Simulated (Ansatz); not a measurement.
# InP (Fm-3m): seeking the equilibrium cell

Aim: the volume at which the pressure of InP (Fm-3m) vanishes.

Method: DFT PBE, scalar-relativistic, plane waves, PAW, in Ansatz 0.2.0.

### 1 Starting point

The structure is cubic, space group Fm-3m (No. 225). The conventional cell has a = 5.538 Å, b = 5.538 Å, c = 5.538 Å, α = 90.00°, β = 90.00°, γ = 90.00°. In (site symmetry m-3m) is surrounded by 6 P at 2.77 Å. Around P (site symmetry m-3m) lie 6 In at 2.77 Å.

Coordinates:

```
In P
1.0
     0.00000    2.76883    2.76883
     2.76883    0.00000    2.76883
     2.76883    2.76883    0.00000
In P
1 1
Cartesian
  0.0000 0.0000 0.0000
  2.7688 2.7688 2.7688
```

### 2 First run, at the start cell

Contents of input.yaml:

```yaml
crystal:
  lattice:
    - [0.0, 2.768834, 2.768834]
    - [2.768834, 0.0, 2.768834]
    - [2.768834, 2.768834, 0.0]
  atoms:
    - { symbol: In, position: [0.0, 0.0, 0.0] }
    - { symbol: P, position: [0.5, 0.5, 0.5] }
basis:
  ecutwfc: 420
  ecutrho_ratio: 4
kpoints:
  mp_grid: { grid: [14, 14, 14] }
hamiltonian:
  xc: pbe
scf:
  occupations: { method: gaussian, width: 0.05 }
output:
  forces: true
  stress: true
  eigenvalues: true
```

Launch:

```
$ ansatz run input.yaml --threads 1 --pin off --max-ram 2560MiB --backend cpu --events-out ev --progress --plain --runs-dir out
```

What it wrote (excerpt; [...] marks lines left out):

```text
Warning: RAYON_NUM_THREADS=1 ignored (pool sized by the plan → 1); use --threads N
[...]
Pseudopotentials: kind: paw
Pseudopotential: In, paw, valence charge 13, recommended cutoff 420 eV (normal), In.paw.azcp
Pseudopotential: P, paw, valence charge 5, recommended cutoff 420 eV (normal), P.paw.azcp
Functional definition: PBE
[...]
Crystal: 2 atoms, lattice volume = 42.454 Å³
Basis set: ecut = 420 eV, 869 PW (Γ), exchange–correlation on 54×54×54 points (8 copies of the dense FFT grid, shifted against one another)
Bands: 13, of which v1, the nominal top of the filled ones, is band 9 counted from 1 (8 counted from 0)
Symmetry: 48 space group operations
Space group: Fm-3m (ITA 225), of the structure as read, at distance tolerance 3.5e-5 Å
k-points: 104 of 2744
[...]
SCF iter   1: F=—  HF=-6353.519345 eV  |F-HF|=—  |Δ(HF+E_count)|=         —  Δρ=2.83e-3  dr2=7.22e-3  ethr=1.77e-3  ⟨swp⟩=6.2  Hψ=8854  notcnv=0
[...]
SCF iter   7: F=-6353.516409 eV  HF=-6353.516409 eV  |F-HF|=1.48e-9  |Δ(HF+E_count)|=   1.61e-8  Δρ=2.33e-6  dr2=3.01e-9  ethr=5.56e-10  ⟨swp⟩=6.4  Hψ=6570  notcnv=0
[...]
SCF converged after 7 iterations
Free energy (F): -6353.516409 eV
[...]
E sigma→0 (E₀):  -6353.515474 eV
Entropy (-TS):   -0.001869 eV (-0.935 meV/atom)
Fermi energy:    9.141762 eV
[...]
--- Forces (eV/Å), atoms counted from 1 ---
  atom   1  In    -0.00000000     0.00000000     0.00000000
  atom   2  P      0.00000000    -0.00000000     0.00000000
[...]
--- Stress (GPa, compression-positive) ---
        0.094124       0.000000       0.000000
        0.000000       0.094124       0.000000
       -0.000000       0.000000       0.094124
  P = ⅓ Tr σ = 0.0941 GPa (0.941 kbar)
--- Band table (eV; the first three rows and the last of 104) ---
  k-point 0: bands = ["-5.0207", "-5.0207", "-5.0011", "-5.0011", "-5.0011", "-2.8228", "8.9057", "8.9057", "8.9057", "9.7155", "16.2714", "16.2714", "16.2714"]
[...]
```

It took 6.3 s on 1 thread of Intel Xeon at 2.70GHz, shared host; peak memory 0.37 GiB.

In short: volume 21.227 Å³/atom, pressure 0.09 GPa, a metal on this mesh.

### 3 Next volume, run 2

Edit input.yaml of step 2 so:

```diff
@@ -2,5 +2,5 @@
   lattice:
-    - [0.0, 2.768834, 2.768834]
-    - [2.768834, 0.0, 2.768834]
-    - [2.768834, 2.768834, 0.0]
+    - [0.0, 2.7725208672, 2.7725208672]
+    - [2.7725208672, 0.0, 2.7725208672]
+    - [2.7725208672, 2.7725208672, 0.0]
   atoms:
```

Launch:

```
$ ansatz run input.yaml --threads 1 --pin off --max-ram 2560MiB --backend cpu --events-out ev --progress --plain --runs-dir out
```

What it wrote (excerpt; [...] marks lines left out):

```text
Warning: RAYON_NUM_THREADS=1 ignored (pool sized by the plan → 1); use --threads N
[...]
[... 4 set-up lines as earlier in the session ...]
[...]
Crystal: 2 atoms, lattice volume = 42.624 Å³
Basis set: ecut = 420 eV, 869 PW (Γ), exchange–correlation on 54×54×54 points (8 copies of the dense FFT grid, shifted against one another)
Bands: 13, of which v1, the nominal top of the filled ones, is band 9 counted from 1 (8 counted from 0)
[... 2 set-up lines as earlier in the session ...]
k-points: 104 of 2744
[...]
SCF iter   1: F=—  HF=-6353.519347 eV  |F-HF|=—  |Δ(HF+E_count)|=         —  Δρ=2.85e-3  dr2=7.36e-3  ethr=1.77e-3  ⟨swp⟩=6.2  Hψ=8815  notcnv=0
[...]
SCF iter   7: F=-6353.516355 eV  HF=-6353.516355 eV  |F-HF|=1.13e-9  |Δ(HF+E_count)|=   1.39e-8  Δρ=2.23e-6  dr2=2.82e-9  ethr=5.56e-10  ⟨swp⟩=6.4  Hψ=6629  notcnv=0
[...]
SCF converged after 7 iterations
Free energy (F): -6353.516355 eV
[...]
E sigma→0 (E₀):  -6353.515413 eV
Entropy (-TS):   -0.001883 eV (-0.942 meV/atom)
Fermi energy:    9.084021 eV
[...]
--- Forces (eV/Å), atoms counted from 1 ---
  atom   1  In    -0.00000000     0.00000000     0.00000000
  atom   2  P      0.00000000     0.00000000    -0.00000000
[...]
--- Stress (GPa, compression-positive) ---
       -0.197321       0.000000       0.000000
        0.000000      -0.197321      -0.000000
        0.000000       0.000000      -0.197321
  P = ⅓ Tr σ = -0.1973 GPa (-1.973 kbar)
--- Band table (eV; the first three rows and the last of 104) ---
  k-point 0: bands = ["-5.0729", "-5.0729", "-5.0536", "-5.0536", "-5.0536", "-2.8506", "8.8513", "8.8513", "8.8513", "9.6262", "16.2135", "16.2135", "16.2135"]
[...]
```

It took 3.5 s on 1 thread of Intel Xeon at 2.70GHz, shared host; peak memory 0.37 GiB.

Read off: volume 21.312 Å³/atom, pressure -0.20 GPa, a metal on this mesh.

### 4 A new volume, run 3

Edit input.yaml of step 3 so:

```diff
@@ -2,5 +2,5 @@
   lattice:
-    - [0.0, 2.7725208672, 2.7725208672]
-    - [2.7725208672, 0.0, 2.7725208672]
-    - [2.7725208672, 2.7725208672, 0.0]
+    - [0.0, 2.7700169342, 2.7700169342]
+    - [2.7700169342, 0.0, 2.7700169342]
+    - [2.7700169342, 2.7700169342, 0.0]
   atoms:
```

Launch:

```
$ ansatz run input.yaml --threads 1 --pin off --max-ram 2560MiB --backend cpu --events-out ev --progress --plain --runs-dir out
```

What it wrote (excerpt; [...] marks lines left out):

```text
Warning: RAYON_NUM_THREADS=1 ignored (pool sized by the plan → 1); use --threads N
[...]
[... 4 set-up lines as earlier in the session ...]
[...]
Crystal: 2 atoms, lattice volume = 42.509 Å³
Basis set: ecut = 420 eV, 869 PW (Γ), exchange–correlation on 54×54×54 points (8 copies of the dense FFT grid, shifted against one another)
Bands: 13, of which v1, the nominal top of the filled ones, is band 9 counted from 1 (8 counted from 0)
[... 2 set-up lines as earlier in the session ...]
k-points: 104 of 2744
[...]
SCF iter   1: F=—  HF=-6353.519373 eV  |F-HF|=—  |Δ(HF+E_count)|=         —  Δρ=2.84e-3  dr2=7.27e-3  ethr=1.77e-3  ⟨swp⟩=6.2  Hψ=8865  notcnv=0
[...]
SCF iter   7: F=-6353.516425 eV  HF=-6353.516425 eV  |F-HF|=1.32e-9  |Δ(HF+E_count)|=   1.44e-8  Δρ=2.28e-6  dr2=2.90e-9  ethr=5.56e-10  ⟨swp⟩=6.4  Hψ=6606  notcnv=0
[...]
SCF converged after 7 iterations
Free energy (F): -6353.516425 eV
[...]
E sigma→0 (E₀):  -6353.515489 eV
Entropy (-TS):   -0.001874 eV (-0.937 meV/atom)
Fermi energy:    9.123199 eV
[...]
--- Forces (eV/Å), atoms counted from 1 ---
  atom   1  In    -0.00000000     0.00000000    -0.00000000
  atom   2  P      0.00000000    -0.00000000     0.00000000
[...]
--- Stress (GPa, compression-positive) ---
       -0.000033       0.000000       0.000000
        0.000000      -0.000033      -0.000000
        0.000000       0.000000      -0.000033
  P = ⅓ Tr σ = -0.0000 GPa (-0.000 kbar)
--- Band table (eV; the first three rows and the last of 104) ---
  k-point 0: bands = ["-5.0375", "-5.0375", "-5.0180", "-5.0180", "-5.0180", "-2.8318", "8.8882", "8.8882", "8.8882", "9.6868", "16.2528", "16.2528", "16.2528"]
[...]
```

It took 4.1 s on 1 thread of Intel Xeon at 2.70GHz, shared host; peak memory 0.37 GiB.

In short: volume 21.254 Å³/atom, pressure 0.00 GPa, a metal on this mesh.

### 5 The runs together

```tsv
run	functional	volume (Å³/atom)	pressure (GPa)	energy from the first of its functional (meV/atom)	k mesh
1	PBE	21.227	0.09	0.0	14×14×14
2	PBE	21.312	-0.20	0.0	14×14×14
3	PBE	21.254	0.00	0.0	14×14×14
```

### 6 Results

| quantity | value |
| --- | --- |
| volume | 21.254 Å³/atom |
| pressure | 0.00 GPa |
| conventional cell | a = 5.540 Å, b = 5.540 Å, c = 5.540 Å, α = 90.00°, β = 90.00°, γ = 90.00° |
| gap on the mesh | none (metal) |

In words: The volume went from 21.23 to 21.25 Å³/atom (+0.1 %), where 0.00 GPa is left.
